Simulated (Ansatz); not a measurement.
Volumes and bulk moduli along the 5d metals

All numbers below come from DFT, RPBE, plane waves (420 eV) with PAW, scalar-relativistic (Ansatz). (PAW data from PBE, frozen cores regenerated.)

Each structure is relaxed within its symmetry, in the lowest magnetic state of the tried starts. B₀ comes from uniform scaling at fixed shape; a dash is a value not given. Some of these cells lie far above the measured volume under this functional.

```tsv
element	structure	V (Å³/atom)	B₀ (GPa)	magnetic state
Lu	hcp	30.55	43	spin not included
Hf	hcp	23.17	102	spin not included
Ta	bcc	18.64	187	spin not included
W	bcc	16.35	293	spin not included
Re	hcp	15.11	352	spin not included
Os	hcp	14.43	383	spin not included
Ir	fcc	14.68	332	non-magnetic
Pt	?	?	?	?
Au	fcc	18.49	120	spin not included
Hg	alpha-Hg (rhombohedral)	101.43	-	spin not included
```

Q: Fill in the row of Pt.

A: structure: fcc; V (Å³/atom): 15.93; B₀ (GPa): 229; magnetic state: spin not included.
